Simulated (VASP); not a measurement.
# H20CO12 in VASP: further runs

Runs on H20CO12. Level: PBE+D3(BJ). Tasks: single point.

Program: VASP 6.6.1. These are calculated values, not measurements. Logs are shortened: lines on timing, memory, paths and dates and some standing lists are left out, and cuts for length are marked.

### 1 Starting point

The cell holds a amorphous, 33 atoms: a = 7.153 Å, b = 7.153 Å, c = 7.153 Å, α = 90.00°, β = 90.00°, γ = 90.00°.

The cell was built by a generator and needn't be a form met in nature.

### 2 Single point, PBE+D3(BJ)

Contents of INCAR:

```
PREC = Accurate ; ENCUT = 520
EDIFF = 1E-6 ; ISMEAR = -1
SIGMA = 0.05 ; LREAL = Auto
LASPH = True ; NELM = 100
ALGO = Normal ; ISIF = 2
LWAVE = False ; LCHARG = False
GGA = PE ; IVDW = 12
NBANDS = 70
```

Contents of KPOINTS:

```
Automatic mesh
0
Gamma
  1 1 1
```

Contents of POSCAR:

```
H20CO12
1.0
    7.1530900000      0.0000000000      0.0000000000
    0.0000000000      7.1530900000      0.0000000000
    0.0000000000      0.0000000000      7.1530900000
O H C
12 20 1
Direct
    0.2998284657      0.1097847224      0.1132098156
    0.1594695439      0.8376240198      0.6709827501
    0.3636610192      0.1981381473      0.6218151876
    0.3970032531      0.4934790419      0.8809339740
    0.3130954594      0.5631272639      0.4469536941
    0.8615297724      0.4283603310      0.4433328813
    0.6571425775      0.1718138595      0.1082748854
    0.9533362505      0.6556886604      0.9895583587
    1.0189302805      0.2712673823      0.9486809197
    0.5940509626      0.6971672382      0.1651034728
    0.7325086082      0.9520221331      0.5797494509
    0.9417748134      0.8473401006      0.3458365546
    0.2058550920      0.1740087151      0.0394794418
    0.2786348277     -0.0240175924      0.0996073026
    0.2246721347      0.9573624825      0.6840819841
    0.2164938509      0.7440281053      0.5843908017
    0.3590895683      0.3010167634      0.7175360578
    0.4899980288      0.1582952263      0.6191729728
    0.4975891538      0.4866288555      0.9744040687
    0.4076979319      0.5970706366      0.8039322866
    0.4310165257      0.6188374535      0.3729856607
    0.3499047265      0.4329597419      0.5006647477
    0.8552667449      0.3688615689      0.5606947487
    0.9926059927      0.4664976954      0.4457094766
    0.5186290121      0.1593856641      0.1048358122
    0.6988588149      0.2468863107      0.2119503599
    1.0115907950      0.6740863040      0.8623126509
    1.0306594772      0.7250293230      1.0790441613
    0.8880777398      0.2458517927      0.9884679209
    1.0328123930      0.4102562669      0.9799680977
    0.7209192111      0.6588481342      0.1447346531
    0.6033196842      0.8253775641      0.1242400138
    0.8356947837      0.8997370367      0.4652534779
```

Potentials or basis: VASP PAW PBE potentials, release 64 (O, H, C).

Started as:

```console
cat potpaw_PBE.64/O/POTCAR potpaw_PBE.64/H/POTCAR potpaw_PBE.64/C/POTCAR > POTCAR
mpirun -np 1 vasp_gam > vasp.out
```

OUTCAR:

```text
PREC = Accurate
   ENCUT = 520
   EDIFF = 1E-6
   ISMEAR = -1
   LREAL = Auto
   LASPH = True
   NELM = 100
   ISIF = 2
   GGA = PE
   IVDW = 12
 IVDW          = 12

 ion  position               nearest neighbor table
   1  0.300  0.110  0.113-  13 0.97  14 0.97
   2  0.159  0.838  0.671-  15 0.98  16 1.00
   3  0.364  0.198  0.622-  18 0.95  17 1.01
   4  0.397  0.493  0.881-  20 0.93  19 0.98
   5  0.313  0.563  0.447-  22 1.04  21 1.07
   6  0.862  0.428  0.443-  23 0.94  24 0.98
   7  0.657  0.172  0.108-  26 0.96  25 1.00
   8  0.953  0.656  0.990-  28 0.98  27 1.01
   9  0.019  0.271  0.949-  29 1.00  30 1.02
  10  0.594  0.697  0.165-  31 0.96  32 0.96
  11  0.733  0.952  0.580-  33 1.16
  12  0.942  0.847  0.346-  33 1.20
  13  0.206  0.174  0.039-   1 0.97
  14  0.279  0.976  0.100-   1 0.97
  15  0.225  0.957  0.684-   2 0.98
  16  0.216  0.744  0.584-   2 1.00
[... 14 lines left out ...]
  31  0.721  0.659  0.145-  10 0.96
  32  0.603  0.825  0.124-  10 0.96
  33  0.836  0.900  0.465-  11 1.16  12 1.20

  LATTYP: Found a simple cubic cell.
 ALAT       =     7.1530900000

  Lattice vectors:

 A1 = (   7.1530900000,   0.0000000000,   0.0000000000)
 A2 = (   0.0000000000,   7.1530900000,   0.0000000000)
 A3 = (   0.0000000000,   0.0000000000,   7.1530900000)

Analysis of symmetry for initial positions (statically):
=====================================================================
 Subroutine PRICEL returns:
 Original cell was already a primitive cell.

 Routine SETGRP: Setting up the symmetry group for a
 simple cubic supercell.

 Subroutine GETGRP returns: Found  1 space group operations
 (whereof  1 operations were pure point group operations)
 out of a pool of 48 trial point group operations.

The static configuration has the point symmetry C_1 .

Analysis of symmetry for dynamics (positions and initial velocities):
=====================================================================
 Subroutine PRICEL returns:
 Original cell was already a primitive cell.

 Routine SETGRP: Setting up the symmetry group for a
 simple cubic supercell.

 Subroutine GETGRP returns: Found  1 space group operations
 (whereof  1 operations were pure point group operations)
 out of a pool of 48 trial point group operations.

The dynamic configuration has the point symmetry C_1 .

 Subroutine INISYM returns: Found  1 space group operations
 (whereof  1 operations are pure point group operations),
 and found     1 'primitive' translations

----------------------------------------------------------------------------------------

                                     Primitive cell

  volume of cell :     366.0000

  direct lattice vectors                    reciprocal lattice vectors
     7.153090000  0.000000000  0.000000000     0.139799723  0.000000000  0.000000000
     0.000000000  7.153090000  0.000000000     0.000000000  0.139799723  0.000000000
     0.000000000  0.000000000  7.153090000     0.000000000  0.000000000  0.139799723

  length of vectors
     7.153090000  7.153090000  7.153090000     0.139799723  0.139799723  0.139799723

  position of ions in fractional coordinates (direct lattice)
     0.299828466  0.109784722  0.113209816
     0.159469544  0.837624020  0.670982750
     0.363661019  0.198138147  0.621815188
     0.397003253  0.493479042  0.880933974
     0.313095459  0.563127264  0.446953694
     0.861529772  0.428360331  0.443332881
[... 25 lines left out ...]
     0.603319684  0.825377564  0.124240014
     0.835694784  0.899737037  0.465253478

  ion indices of the primitive-cell ions
   primitive index   ion index
                 1           1
                 2           2
                 3           3
                 4           4
                 5           5
                 6           6
[... 25 lines left out ...]
                32          32
                33          33

----------------------------------------------------------------------------------------

 KPOINTS: Automatic mesh

Automatic generation of k-mesh.
 Grid dimensions read from file:
 generate k-points for:    1    1    1

 Generating k-lattice:

  Cartesian coordinates                     Fractional coordinates (reciprocal lattice)
     0.139799723  0.000000000  0.000000000     1.000000000  0.000000000  0.000000000
     0.000000000  0.139799723  0.000000000     0.000000000  1.000000000  0.000000000
     0.000000000  0.000000000  0.139799723     0.000000000  0.000000000  1.000000000

  Length of vectors
     0.139799723  0.139799723  0.139799723

  Shift w.r.t. Gamma in fractional coordinates (k-lattice)
     0.000000000  0.000000000  0.000000000

 Subroutine IBZKPT returns following result:
 ===========================================

 Found      1 irreducible k-points:

 Following reciprocal coordinates:
            Coordinates               Weight
  0.000000  0.000000  0.000000      1.000000
   k-points           NKPTS =      1   k-points in BZ     NKDIM =      1   number of bands    NBANDS=     70
   number of dos      NEDOS =    301   number of ions     NIONS =     33
   total plane-waves  NPLWV = 157464
   dimension x,y,z NGX =    54 NGY =   54 NGZ =   54
   dimension x,y,z NGXF=   108 NGYF=  108 NGZF=  108
   ions per type =              12  20   1
   NGX,Y,Z   is equivalent  to a cutoff of  12.55, 12.55, 12.55 a.u.
   NGXF,Y,Z  is equivalent  to a cutoff of  25.10, 25.10, 25.10 a.u.
 SYSTEM =  unknown system
   PREC   = accura    normal or accurate (medium, high low for compatibility)
   ISTART =      0    job   : 0-new  1-cont  2-samecut
   ICHARG =      2    charge: 1-file 2-atom 10-const
   ISPIN  =      1    spin polarized calculation?
   LNONCOLLINEAR =      F non collinear calculations
   LSORBIT =      F    spin-orbit coupling
   LASPH  =      T    aspherical Exc in radial PAW
   ENCUT  =  520.0 eV  38.22 Ry    6.18 a.u.  13.30 13.30 13.30*2*pi/ulx,y,z
   NELM   =    100;   NELMIN=  2; NELMDL= -5     # of ELM steps
   EDIFF  = 0.1E-05   stopping-criterion for ELM
   LREAL  =      T    real-space projection
   EDIFFG = 0.1E-04   stopping-criterion for IOM
   NSW    =      0    number of steps for IOM
   IBRION =     -1    ionic relax: 0-MD 1-quasi-New 2-CG
   NFREE  =      0    steps in history (QN), initial steepest desc. (CG)
   ISIF   =      2    stress and relaxation
   ISYM   =      2    0-nonsym 1-usesym 2-fastsym
   POTIM  = 0.5000    time-step for ionic-motion
   TEBEG  =    0.0;   TEEND  =   0.0 temperature during run
   PSTRESS=    0.0 pullay stress
   NELECT =      96.0000    total number of electrons
   NUPDOWN=      -1.0000    fix difference up-down
   EMIN   =  10.00;   EMAX   =-10.00  energy-range for DOS
   EFERMI =   0.00;   METHOD = LEGACY
   ISMEAR =    -1;   SIGMA  =   0.05  broadening in eV -4-tet -1-fermi 0-gaus
   EFERMI_NEDOS =   21; number of points for ismear=-14 and -15
   IALGO  =     38    algorithm
   IMIX   =      4    mixing-type and parameters
     AMIX     =   0.40;   BMIX     =  1.00
     AMIX_MAG =   1.60;   BMIX_MAG =  1.00
  volume/ion in A,a.u.               =      11.09        74.85
  Fermi-wavevector in a.u.,A,eV,Ry     =   1.047944  1.980328 14.941746  1.098187
  Thomas-Fermi vector in A             =   2.182846
   LORBIT       =      0    0 simple, 1 ext, 2 COOP (PROOUT), +10 PAW based schemes
   GGA     = PE    functional components
   LHFCALC =     F    Hartree Fock is set to
   AEXX    =    0.0000 exact exchange contribution
   IVDW    =    12    specifies the selected vdW correction
   LEPSILON=     F    determine dielectric tensor
   LRPA    =     F    only Hartree local field effects (RPA)
 non-spin polarized calculation
  energy-cutoff  :      520.00
  volume of cell :      366.00
 maximum number of plane-waves:      4898
 NGX is ok and might be reduce to    54
   NGX = 27   NGY = 27   NGZ = 27

 number of electron      95.9999997 magnetization

 Free energy of the ion-electron system (eV)
  ---------------------------------------------------
  ext. energy  EPLUGINS =         0.00000000
  ---------------------------------------------------
  free energy    TOTEN  =      -168.05323672 eV

  energy without entropy =     -168.05323672  energy(sigma->0) =     -168.05323672

 E-fermi :  -2.3321     XC(G=0):  -6.7425

 val. band max:       -3.5876031001   @ k =   0.0000   0.0000   0.0000
 cond. band min:       0.8189120131   @ k =   0.0000   0.0000   0.0000
 fundamental gap:      4.4065151132
 Fermi energy:        -2.3320771664

 k-point     1 :       0.0000    0.0000    0.0000
  band No.  band energies     occupation
      1     -25.8668      2.00000
      2     -24.5643      2.00000
      3     -22.7184      2.00000
      4     -22.4872      2.00000
      5     -22.4700      2.00000
      6     -22.2452      2.00000
[... 52 lines left out ...]
     59       5.5615      0.00000
     60       5.7059      0.00000
 [bands above 60 left out]

------------------------ aborting loop because EDIFF is reached ----------------------------------------

 Edisp (eV)   -1.12466

 E8    (eV) :    -0.2356

  FORCE on cell =-STRESS in cart. coord.  units (eV):
  Direction    XX          YY          ZZ          XY          YZ          ZX
  --------------------------------------------------------------------------------------
  -------------------------------------------------------------------------------------
  Total      -0.86249    -3.42097    -1.81523    -1.48910    -2.06247     2.81352
  in kB      -3.77558   -14.97541    -7.94622    -6.51860    -9.02854    12.31626
  external pressure =       -8.90 kB  Pullay stress =        0.00 kB

 VOLUME and BASIS-vectors are now :
 -----------------------------------------------------------------------------
  energy-cutoff  :      520.00
  volume of cell :      366.00
      direct lattice vectors                 reciprocal lattice vectors
     7.153090000  0.000000000  0.000000000     0.139799723  0.000000000  0.000000000
     0.000000000  7.153090000  0.000000000     0.000000000  0.139799723  0.000000000
     0.000000000  0.000000000  7.153090000     0.000000000  0.000000000  0.139799723

 POSITION                                       TOTAL-FORCE (eV/Angst)
 -----------------------------------------------------------------------------------
      2.14470      0.78530      0.80980         1.192277     -1.023401      0.760651
      1.14070      5.99160      4.79960        -0.541722     -0.734830      0.672204
      2.60130      1.41730      4.44790        -1.440941      1.144753      0.290128
      2.83980      3.52990      6.30140        -0.471560     -2.863766      1.400862
      2.23960      4.02810      3.19710         2.410806     -0.304772     -0.531283
      6.16260      3.06410      3.17120         0.379267      0.640010     -1.091885
[... 25 lines left out ...]
      4.31560      5.90400      0.88870        -0.247719      0.702632     -0.114889
      5.97780      6.43590      3.32800         2.488602     -1.109364     -2.527290
 -----------------------------------------------------------------------------------
    total drift:                                0.003021     -0.001754      0.011662

  FREE ENERGIE OF THE ION-ELECTRON SYSTEM (eV)
  ---------------------------------------------------
  free  energy   TOTEN  =      -169.1778975467 eV

  energy  without entropy=     -169.1778975467  energy(sigma->0) =     -169.17789755
```

Run time: 40 s. Hardware: 1 thread of Intel Xeon 6975P-C (Granite Rapids), shared host; peak memory 0.36 GiB.

Results:

| Quantity | Value |
| --- | --- |
| Free energy | -169.1779 eV |
| Pressure | -0.9 GPa |
| Largest force | 3.716 eV/Å |
| Band gap on the k mesh | 4.41 eV, direct |
| Dispersion energy per atom | -0.034 eV |

Forces on the atoms (eV/Å):
```
O    1.192 -1.023  0.761
O   -0.542 -0.735  0.672
O   -1.441  1.145  0.290
O   -0.472 -2.864  1.401
O    2.411 -0.305 -0.531
O    0.379  0.640 -1.092
O    0.864 -0.277 -0.684
O    0.629 -0.108 -0.707
O   -0.494  1.646  0.139
O   -0.857 -0.018  0.428
O   -0.723  0.368  0.691
O   -1.701  0.882  1.662
H   -1.217  0.399 -0.538
H   -0.107  0.282 -0.024
H    0.268 -0.204 -0.552
H    0.335  0.758  0.099
H    0.235 -0.642  0.196
H    1.345 -0.446 -0.012
H   -0.324  0.551 -0.463
H    0.530  2.304 -1.220
H   -2.170 -1.367  1.223
H   -0.292  1.609 -1.111
H   -0.465 -0.974  1.608
H    0.116  0.183 -0.572
H   -0.358  0.187  0.267
H   -0.167  0.259  0.619
H   -0.294  0.524  1.110
H   -0.154 -0.150 -0.420
H    0.449 -0.290 -0.142
H   -0.241 -1.325 -0.341
H    1.024 -0.602 -0.116
H   -0.248  0.703 -0.115
C    2.489 -1.109 -2.527
```

Caveat: the standard files for N, O and F lose accuracy on very short bonds.

[end of part 1 of 3]
